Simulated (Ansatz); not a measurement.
# Relaxing Ir

Computed with DFT PBE, scalar-relativistic, plane waves, PAW in Ansatz. Cutoff 420 eV, Γ-centred k mesh, Gaussian smearing, no spin polarisation in the final step.

The start puts Ir on the sites of a reported O cell (Fmmm, No. 69), at a guessed volume.

```xyz
2
Lattice="0.0000 2.4627 3.9085 1.7275 0.0000 3.9085 1.7275 2.4627 0.0000" Properties=species:S:1:pos:R:3 pbc="T T T"
Ir    1.7275    2.4627    0.6809
Ir    1.7275    2.4627    7.1361
```

Cell and atoms relax at zero pressure; the relaxation can't lower the symmetry of the start. After a coarse first stage the cell is made exact in the group found at 0.06 Å.

Energies count from the standard state of Ir at the same level.

Question: What does it relax into?

Answer: It ends in I4/mmm (No. 139). Conventional cell: a = 2.734 Å, c = 8.584 Å. Ir has 1 Ir at 2.47 Å and 8 Ir at 2.66–2.73 Å.

```cif
data_structure
_symmetry_space_group_name_H-M 'I4/mmm'
_symmetry_Int_Tables_number 139
_cell_length_a 2.7344
_cell_length_b 2.7344
_cell_length_c 8.5836
_cell_angle_alpha 90.000
_cell_angle_beta 90.000
_cell_angle_gamma 90.000
_cell_volume 64.18
loop_
_atom_site_label
_atom_site_type_symbol
_atom_site_symmetry_multiplicity
_atom_site_Wyckoff_symbol
_atom_site_fract_x
_atom_site_fract_y
_atom_site_fract_z
_atom_site_occupancy
Ir1 Ir 4 e 0.00000 0.00000 0.14377 1
```

Question: What are its volume, energy, density and gap?

Answer: The volume per atom is 16.04 Å³. The density is 19.89 g/cm³ and the energy over the standard structure is 0.39 eV/atom. The gap on the 28×28×28 mesh is 0 eV (a metal).

The final run used a 28×28×28 mesh on its 2-atom cell and 0.10 eV smearing. For metals, differences of a few meV/atom aren't resolved. Spin–orbit coupling is left out. Symmetry constrained the relaxation, so the result can be a saddle point.

This form isn't the element's structure at ambient conditions.